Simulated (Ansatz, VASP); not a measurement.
Mg: VASP beside Ansatz

```
Mg
1.0
     3.07834    0.00000    0.00000
    -1.53917    2.66592    0.00000
     0.00000    0.00000    9.90455
Mg
4
Direct
  0.00000 0.00000 0.00000
  0.00000 0.00000 0.50000
  0.33333 0.66667 0.25000
  0.66667 0.33333 0.75000
```

Alike in both runs: task single point; functional PBE; k mesh 12 × 12 × 4; occupations fermi-dirac, width 0.08 eV; no spin polarisation.

|  | VASP | Ansatz |
| --- | --- | --- |
| version | VASP 6.6.1 | Ansatz 0.2.0 |
| potentials or method | VASP PAW PBE potentials, release 64 (Mg), cutoff 520 eV | all-electron LAPW, scalar-relativistic |

```csv
,VASP,Ansatz,Ansatz less VASP
pressure (GPa),5.6,5.7,+0.08
```

Ansatz ran all-electron here, so the differences hold the error of VASP's frozen core and of both bases.
